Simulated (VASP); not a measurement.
# Ca (Fm-3m) in VASP: a series of runs

The runs below take Ca through relaxation of cell and atoms, with PBE.

Program: VASP 6.6.1. These are calculated values, not measurements. Logs are shortened: lines on timing, memory, paths and dates and some standing lists are left out, and cuts for length are marked.

### Step 1. The crystal as given

Symmetry: Fm-3m, No. 225, cubic system. The conventional cell has a = 5.588 Å, b = 5.588 Å, c = 5.588 Å, α = 90.00°, β = 90.00°, γ = 90.00°. Ca (site symmetry m-3m) has 12 Ca at 3.95 Å as nearest neighbours.

### Step 2. Relaxation of cell and atoms, PBE

The input, INCAR:

```
PREC = Accurate
ENCUT = 300
EDIFF = 1E-6
ISMEAR = 1
SIGMA = 0.1
LREAL = False
LASPH = True
NELM = 80
ALGO = Normal
ISIF = 3
LWAVE = False
LCHARG = False
GGA = PE
IBRION = 2
NSW = 90
EDIFFG = -0.01
```

The input, KPOINTS:

```
regular mesh
0
Gamma
  6 6 6
```

The input, POSCAR:

```
Ca
1.0
    0.0000000000      2.7942000000      2.7942000000
    2.7942000000      0.0000000000      2.7942000000
    2.7942000000      2.7942000000      0.0000000000
Ca
1
Direct
    0.0000000000      0.0000000000      0.0000000000
```

Potentials or basis: VASP PAW PBE potentials, release 64 (Ca_pv).

The run is started by

```bash
> cat potpaw_PBE.64/Ca_pv/POTCAR > POTCAR
> mpirun -np 1 vasp_std > vasp.out
```

OUTCAR:

```text
PREC = Accurate
   ENCUT = 300
   EDIFF = 1E-6
   ISMEAR = 1
   LREAL = False
   LASPH = True
   NELM = 80
   ISIF = 3
   GGA = PE
   IBRION = 2
   NSW = 90
   EDIFFG = -0.01

 ion  position               nearest neighbor table
   1  0.000  0.000  0.000-

  LATTYP: Found a face centered cubic cell.
 ALAT       =     5.5884000000

  Lattice vectors:

 A1 = (   0.0000000000,   2.7942000000,   2.7942000000)
 A2 = (   2.7942000000,   0.0000000000,   2.7942000000)
 A3 = (   2.7942000000,   2.7942000000,   0.0000000000)

Analysis of symmetry for initial positions (statically):
=====================================================================
 Subroutine PRICEL returns:
 Original cell was already a primitive cell.

 Routine SETGRP: Setting up the symmetry group for a
 face centered cubic supercell.

 Subroutine GETGRP returns: Found 48 space group operations
 (whereof 48 operations were pure point group operations)
 out of a pool of 48 trial point group operations.

The static configuration has the point symmetry O_h .

Analysis of symmetry for dynamics (positions and initial velocities):
=====================================================================
 Subroutine PRICEL returns:
 Original cell was already a primitive cell.

 Routine SETGRP: Setting up the symmetry group for a
 face centered cubic supercell.

 Subroutine GETGRP returns: Found 48 space group operations
 (whereof 48 operations were pure point group operations)
 out of a pool of 48 trial point group operations.

The dynamic configuration has the point symmetry O_h .

 Subroutine INISYM returns: Found 48 space group operations
 (whereof 48 operations are pure point group operations),
 and found     1 'primitive' translations

----------------------------------------------------------------------------------------

                                     Primitive cell

  volume of cell :      43.6317

  direct lattice vectors                    reciprocal lattice vectors
     0.000000000  2.794200000  2.794200000    -0.178942094  0.178942094  0.178942094
     2.794200000  0.000000000  2.794200000     0.178942094 -0.178942094  0.178942094
     2.794200000  2.794200000  0.000000000     0.178942094  0.178942094 -0.178942094

  length of vectors
     3.951595536  3.951595536  3.951595536     0.309936799  0.309936799  0.309936799

  position of ions in fractional coordinates (direct lattice)
     0.000000000  0.000000000  0.000000000

  ion indices of the primitive-cell ions
   primitive index   ion index
                 1           1
[... 57 lines left out ...]
   ISPIN  =      1    spin polarized calculation?
   LNONCOLLINEAR =      F non collinear calculations
   LSORBIT =      F    spin-orbit coupling
   LASPH  =      T    aspherical Exc in radial PAW
   ENCUT  =  300.0 eV  22.05 Ry    4.70 a.u.   5.58  5.58  5.58*2*pi/ulx,y,z
   NELM   =     80;   NELMIN=  2; NELMDL= -5     # of ELM steps
   EDIFF  = 0.1E-05   stopping-criterion for ELM
   LREAL  =      F    real-space projection
   EDIFFG = -.1E-01   stopping-criterion for IOM
   NSW    =     90    number of steps for IOM
   IBRION =      2    ionic relax: 0-MD 1-quasi-New 2-CG
   NFREE  =      1    steps in history (QN), initial steepest desc. (CG)
   ISIF   =      3    stress and relaxation
   ISYM   =      2    0-nonsym 1-usesym 2-fastsym
   POTIM  = 0.5000    time-step for ionic-motion
   TEBEG  =    0.0;   TEEND  =   0.0 temperature during run
   PSTRESS=    0.0 pullay stress
   NELECT =       8.0000    total number of electrons
   NUPDOWN=      -1.0000    fix difference up-down
   EMIN   =  10.00;   EMAX   =-10.00  energy-range for DOS
   EFERMI =   0.00;   METHOD = LEGACY
   ISMEAR =     1;   SIGMA  =   0.10  broadening in eV -4-tet -1-fermi 0-gaus
   EFERMI_NEDOS =   21; number of points for ismear=-14 and -15
   IALGO  =     38    algorithm
   IMIX   =      4    mixing-type and parameters
     AMIX     =   0.40;   BMIX     =  1.00
     AMIX_MAG =   1.60;   BMIX_MAG =  1.00
  volume/ion in A,a.u.               =      43.63       294.44
  Fermi-wavevector in a.u.,A,eV,Ry     =   0.930045  1.757530 11.768820  0.864984
  Thomas-Fermi vector in A             =   2.056392
   LORBIT       =      0    0 simple, 1 ext, 2 COOP (PROOUT), +10 PAW based schemes
   GGA     = PE    functional components
   LHFCALC =     F    Hartree Fock is set to
   AEXX    =    0.0000 exact exchange contribution
   IVDW    =     0    specifies the selected vdW correction
   LEPSILON=     F    determine dielectric tensor
   LRPA    =     F    only Hartree local field effects (RPA)
 conjugate gradient relaxation of ions
 non-spin polarized calculation
 Methfessel and Paxton  Order N= 1 SIGMA  =   0.10
  energy-cutoff  :      300.00
  volume of cell :       43.63
 maximum number of plane-waves:       531
 NGX is ok and might be reduce to    24
   NGX = 11   NGY = 11   NGZ = 11

--------------------------------------- Ionic step        1  -------------------------------------------

 number of electron       7.9999992 magnetization

 Free energy of the ion-electron system (eV)
  ---------------------------------------------------
  ext. energy  EPLUGINS =         0.00000000
  ---------------------------------------------------
  free energy    TOTEN  =        -1.88949832 eV

  energy without entropy =       -1.88666698  energy(sigma->0) =       -1.88855454

------------------------ aborting loop because EDIFF is reached ----------------------------------------

  FORCE on cell =-STRESS in cart. coord.  units (eV):
  Direction    XX          YY          ZZ          XY          YZ          ZX
  --------------------------------------------------------------------------------------
  -------------------------------------------------------------------------------------
  Total       -0.2040601     -0.2040601     -0.2040601      0.0000000      0.0000000     -0.0000000
  in kB       -7.4931804     -7.4931804     -7.4931804      0.0000000      0.0000000     -0.0000000
  external PRESSURE =      -7.4931804 kB  Pullay stress =       0.0000000 kB
[... 57 lines left out ...]
--------------------------------------- Ionic step        3  -------------------------------------------

 number of electron       8.0000006 magnetization

 Free energy of the ion-electron system (eV)
  ---------------------------------------------------
  ext. energy  EPLUGINS =         0.00000000
  ---------------------------------------------------
  free energy    TOTEN  =        -1.89441199 eV

  energy without entropy =       -1.89360850  energy(sigma->0) =       -1.89414416

 E-fermi :   2.2980     XC(G=0):  -7.7277

 val. band max:        2.2553965113   @ k =  -0.3333   0.3333   0.1667
 cond. band min:       2.3611942482   @ k =  -0.3333   0.3333   0.1667
 fundamental gap:      0.1057977368
 Fermi energy:         2.2980363440

 k-point     1 :       0.0000    0.0000    0.0000
  band No.  band energies     occupation
      1     -20.6407      2.00000
      2     -20.6407      2.00000
      3     -20.6407      2.00000
      4      -1.7950      2.00000
      5       4.6112      0.00000
      6       4.6112      0.00000
      7       4.6112      0.00000
      8       5.6929      0.00000
[... 191 lines left out ...]
  FREE ENERGIE OF THE ION-ELECTRON SYSTEM (eV)
  ---------------------------------------------------
  free  energy   TOTEN  =        -1.8944119858 eV

  energy  without entropy=       -1.8936085019  energy(sigma->0) =       -1.89414416

 reached required accuracy - stopping structural energy minimisation
```

It took 5.8 s on 1 thread of Intel Xeon Platinum 8488C (Sapphire Rapids), shared host; peak memory 0.13 GiB.

Results:

```yaml
Free_energy: -1.8944 eV
Relaxed_volume: 41.75 Å³/atom
Relaxed_cell: a = 3.894 Å, b = 3.894 Å, c = 3.894 Å, α = 60.00°, β = 60.00°, γ = 60.00°
Space_group_after_relaxing_to_0.05_Å: Fm-3m (No. 225)
Energy_gained_by_relaxing: 4.9 meV/atom
Ionic_steps: 3
Pressure_after_relaxing: 0.0 GPa
Band_gap_on_the_k_mesh: none (metal or under the smearing width)
```

The path:
```csv
step,energy change (eV),largest force (eV/Å),pressure (GPa),volume (Å³)
1,0.0000,0.0000,-0.75,43.63
2,-0.0042,0.0000,-0.29,42.36
3,-0.0049,0.0000,-0.01,41.75
```

Final structure:
```yaml
crystal:
  lattice:
    - [0.00000, 2.75341, 2.75341]
    - [2.75341, 0.00000, 2.75341]
    - [2.75341, 2.75341, 0.00000]
  atoms:
    - { symbol: Ca, position: [0.00000, 0.00000, 0.00000] }
```

### Step 3. Relaxation of cell and atoms, PBE

This run uses another cell than the first one, of 41.75 Å³/atom, 0.957 times its volume.

INCAR: that of step 2 with these lines changed.

```diff
@@ -2,3 +2,3 @@
 ENCUT = 300
-EDIFF = 1E-6
+EDIFF = 1E-7
 ISMEAR = 1
@@ -15,2 +15,2 @@
 NSW = 90
-EDIFFG = -0.01
+EDIFFG = -0.005
```

KPOINTS is that of step 2.

The input, POSCAR:

```
Ca                                      
1.0
    0.0000000000      2.7534105500      2.7534105500
    2.7534105500     -0.0000000000      2.7534105500
    2.7534105500      2.7534105500     -0.0000000000
  Ca            
     1
Direct
     0.0000000000000000    0.0000000000000000    0.0000000000000000
```

Potentials or basis: VASP PAW PBE potentials, release 64 (Ca_pv).

The run is started by

```bash
> cat potpaw_PBE.64/Ca_pv/POTCAR > POTCAR
> mpirun -np 1 vasp_std > vasp.out
```

It took 5.3 s on 1 thread of Intel Xeon Platinum 8488C (Sapphire Rapids), shared host; peak memory 0.13 GiB.

Results (log left out):

| Item | Value |
| --- | --- |
| Free energy | -1.8943 eV |
| Relaxed volume | 41.65 Å³/atom |
| Relaxed cell | a = 3.891 Å, b = 3.891 Å, c = 3.891 Å, α = 60.00°, β = 60.00°, γ = 60.00° |
| Space group after relaxing (to 0.05 Å) | Fm-3m (No. 225) |
| Energy gained by relaxing | 0.0 meV/atom |
| Ionic steps | 2 |
| Pressure after relaxing | 0.0 GPa |
| Band gap on the k mesh | none (metal or under the smearing width) |

Final structure:
```
Ca
1.0
     0.00000    2.75126    2.75126
     2.75126    0.00000    2.75126
     2.75126    2.75126    0.00000
Ca
1
Direct
  0.00000 0.00000 0.00000
```

Levels at points of the mesh, in eV from the Fermi level:
| k point | band 1 | band 2 | band 3 | band 4 | band 5 | band 6 | band 7 | band 8 |
| --- | --- | --- | --- | --- | --- | --- | --- | --- |
| (0.00, 0.00, 0.00) | -22.93 | -22.93 | -22.93 | -4.10 | 2.32 | 2.32 | 2.32 | 3.40 |
| (0.50, 0.00, 0.00) | -23.08 | -22.95 | -22.95 | -1.04 | -0.21 | 2.20 | 2.20 | 4.10 |
| (0.50, 0.50, 0.00) | -23.07 | -22.99 | -22.99 | -0.51 | 0.53 | 0.94 | 4.09 | 4.29 |

### Step 4. Relaxation of cell and atoms, PBE

The input, INCAR:

```
PREC     = Accurate       # precision mode
ENCUT    = 600            # plane-wave cutoff, eV
EDIFF    = 1E-6           # SCF threshold, eV
ISMEAR   = 1              # smearing method
SIGMA    = 0.1            # smearing width, eV
LREAL    = F              # projectors in reciprocal space
LASPH    = T              # aspherical terms in the spheres
NELM     = 80             # most SCF steps
ALGO     = Normal         # electronic algorithm
ISIF     = 3              # what is computed and relaxed
LWAVE    = F              # write WAVECAR
LCHARG   = F              # write CHGCAR
GGA      = PE             # functional
IBRION   = 2              # ionic algorithm
NSW      = 90             # ionic steps
EDIFFG   = -0.01          # ionic threshold
KPAR     = 2
```

The input, KPOINTS:

```
Automatic mesh
0
Gamma
  12 12 12
```

The input, POSCAR:

```
Ca
1.0
    0.0000000000      2.7942000000      2.7942000000
    2.7942000000      0.0000000000      2.7942000000
    2.7942000000      2.7942000000      0.0000000000
Ca
1
Direct
    0.0000000000      0.0000000000      0.0000000000
```

Potentials or basis: VASP PAW PBE potentials, release 64 (Ca_sv).

The run is started by

```bash
> cat potpaw_PBE.64/Ca_sv/POTCAR > POTCAR
> mpirun -np 2 vasp_std > vasp.out
```

Wall time 30 s (2 MPI ranks of Intel Xeon Platinum 8488C (Sapphire Rapids), shared host); peak memory 0.19 GiB.

The run converged. Its results:

```
Free energy                            : -1.9275 eV
Relaxed volume                         : 42.24 Å³/atom
Relaxed cell                           : a = 3.909 Å, b = 3.909 Å, c = 3.909 Å, α = 60.00°, β = 60.00°, γ = 60.00°
Space group after relaxing (to 0.05 Å) : Fm-3m (No. 225)
Energy gained by relaxing              : 2.1 meV/atom
Ionic steps                            : 3
Pressure after relaxing                : 0.0 GPa
Band gap on the k mesh                 : none (metal or under the smearing width)
```

Step by step:
```
step  energy change (eV)  largest force (eV/Å)  pressure (GPa)  volume (Å³)
   1              0.0000                0.0000           -0.52        43.63
   2             -0.0019                0.0000           -0.17        42.74
   3             -0.0021                0.0000            0.03        42.24
```

Final structure:
```
CELL_PARAMETERS angstrom
0.00000 2.76409 2.76409
2.76409 0.00000 2.76409
2.76409 2.76409 0.00000
ATOMIC_POSITIONS crystal
Ca 0.00000 0.00000 0.00000
```

Levels at points of the mesh, in eV from the Fermi level:
| k point | band 1 | band 2 | band 3 | band 4 | band 5 | band 6 | band 7 | band 8 | band 9 |
| --- | --- | --- | --- | --- | --- | --- | --- | --- | --- |
| (0.00, 0.00, 0.00) | -42.02 | -22.94 | -22.94 | -22.94 | -4.02 | 2.33 | 2.33 | 2.33 | 3.40 |
| (0.50, 0.00, 0.00) | -42.01 | -23.08 | -22.96 | -22.96 | -0.99 | -0.16 | 2.22 | 2.22 | 4.09 |
| (0.50, 0.50, 0.00) | -42.00 | -23.07 | -22.99 | -22.99 | -0.45 | 0.58 | 0.97 | 4.08 | 4.27 |
